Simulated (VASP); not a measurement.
Wanted: the native input for a VASP 6.6.1 run.

| Property | Result |
| --- | --- |
| Task | single point |
| Functional | LDA |
| Potentials or basis | VASP PAW LDA potentials, release 64 (Ni, O) |
| Cutoff | 520 eV |
| k mesh | 7 × 7 × 7 |
| Occupations | fermi-dirac, width 0.05 eV |
| Spin | collinear spin, antiferromagnetic start |
| Starting moments | [2.5, -2.5, 0.0, 0.0] μB |
| Hubbard terms | Ni d U = 6 eV |
| Supercell matrix | [0, 1, 1, 1, 0, 1, 1, 1, 0] |
| Further INCAR settings | ALGO = Normal; EDIFF = 1e-07 |

The structure of NiO lies in POSCAR:

```
NiO
1.0
    0.0000000000      2.5046153800      2.5046153800
    2.5046153800      0.0000000000      2.5046153800
    2.5046153800      2.5046153800      0.0000000000
Ni O
2 2
Direct
    0.0000000000      0.0000000000      0.0000000000
    0.5000000000      0.5000000000      0.5000000000
    0.2500000000      0.2500000000      0.2500000000
    0.7500000000      0.7500000000      0.7500000000
```

Measurements of this composition are mostly on another form, of space group No. 225.

These files were run (other wordings do the same):

INCAR

```
SYSTEM = NiO
ALGO     = Normal         ! electronic algorithm
EDIFF    = 1E-7           ! SCF threshold, eV
ENCUT    = 520            ! plane-wave cutoff, eV
ISIF     = 2              ! what is computed and relaxed
ISMEAR   = -1             ! smearing method
ISPIN    = 2              ! spin polarisation
LASPH    = .True.         ! aspherical terms in the spheres
LCHARG   = .False.        ! write CHGCAR
LDAU     = .True.         ! DFT+U
LDAUJ    = 0 0          
LDAUL    = 2 -1           ! shell
LDAUPRINT= 1            
LDAUTYPE = 2            
LDAUU    = 6 0            ! U, eV
LMAXMIX  = 4              ! l up to which the mixer works
LORBIT   = 11             ! projections on sites
LREAL    = .False.        ! projectors in reciprocal space
LWAVE    = .False.        ! write WAVECAR
MAGMOM   = 2.5 -2.5 0 0   ! initial moments
NELM     = 150            ! most SCF steps
PREC     = Accurate       ! precision mode
SIGMA    = 0.05           ! smearing width, eV
```

KPOINTS

```
k-points
0
Gamma
  7 7 7
  0 0 0
```

Potentials or basis: VASP PAW LDA potentials, release 64 (Ni, O).

Run with:

```bash
$ cat potpaw_LDA.64/Ni/POTCAR potpaw_LDA.64/O/POTCAR > POTCAR
$ mpirun -np 1 vasp_std > vasp.out
```

It gave:

- Pressure: -4.2 GPa
- Band gap on the k mesh: none (metal or under the smearing width)
- Net moment: 0.00 μB per cell
- Site moments: Ni +1.36, -1.36; O +0.00 μB
- Valence electrons inside the program's atomic spheres: Ni 9.28; O 4.91

Run time: 34 s on 1 thread of Intel(R) Xeon(R) Platinum 8375C CPU @ 2.90GHz (Ice Lake), on a shared host, peak memory 0.15 GiB.
